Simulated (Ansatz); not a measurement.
**PbO: a single-point run**

Wanted: a converged single-point run for PbO, and a check of what comes out. The structure is shown as the input types it. The cell is built on a prototype (rocksalt) and needn't be the phase found in nature.

Program: Ansatz 0.2.0. Level of theory: density functional or hybrid calculation with the settings of its input, plane waves (as first typed). These are calculated values, not measurements.

3 further runs of the same task are left out: 3 that didn't finish.

## Step 1: The system as given

Symmetry: Fm-3m, No. 225, cubic system. The conventional cell has a = 5.213 Å, b = 5.213 Å, c = 5.213 Å, α = 90.00°, β = 90.00°, γ = 90.00°. Pb (site symmetry m-3m) has 6 O at 2.61 Å as nearest neighbours. Around O (site symmetry m-3m) lie 6 Pb at 2.61 Å.

Coordinates:

```cif
data_structure
_symmetry_space_group_name_H-M 'Fm-3m'
_symmetry_Int_Tables_number 225
_cell_length_a 5.2130
_cell_length_b 5.2130
_cell_length_c 5.2130
_cell_angle_alpha 90.000
_cell_angle_beta 90.000
_cell_angle_gamma 90.000
_cell_volume 141.67
loop_
_atom_site_label
_atom_site_type_symbol
_atom_site_symmetry_multiplicity
_atom_site_Wyckoff_symbol
_atom_site_fract_x
_atom_site_fract_y
_atom_site_fract_z
_atom_site_occupancy
Pb1 Pb 4 a 0.00000 0.00000 0.00000 1
O1 O 4 b 0.50000 0.00000 0.00000 1
```

## Step 2: Input and run

input.yaml

```yaml
crystal:
  lattice:
    - [0.0, 2.6065174966, 2.6065174966]
    - [2.6065174966, 0.0, 2.6065174966]
    - [2.6065174966, 2.6065174966, 0.0]
  atoms:
    - { symbol: Pb, position: [0.0, 0.0, 0.0] }
    - { symbol: O, position: [0.5, 0.5, 0.5] }
kpoints:
  mp_grid: { grid: [6, 6, 6] }
hamiltonian:
  xc: r2scan
scf:
  occupations: { method: fixed }
  n_extra_bands: 4
  max_iter: 85
output:
  forces: true
  stress: true
  eigenvalues: true
basis:
  ecutrho_ratio: 1
```

Launch:

```
> ansatz run input.yaml --threads 4 --pin off --max-ram 3686MiB --backend cpu --events-out ev --progress --plain --runs-dir out
```

Q: Will this input give a usable result? If not, why, and what should change?

The run converged and reported no error, with warnings (cutoff below recommended). Its log warns: «basis.ecutrho_ratio = 1 (ecutrho = 500 eV) is below the records' recommended 2000 eV»

The suspect setting: basis.ecutrho_ratio is 1. The grid or cutoff for the density and potential is too coarse for the wavefunction basis: a density holds Fourier components up to twice the waves' wavevector.

Run again and compare: delete basis.ecutrho_ratio (the default then holds).
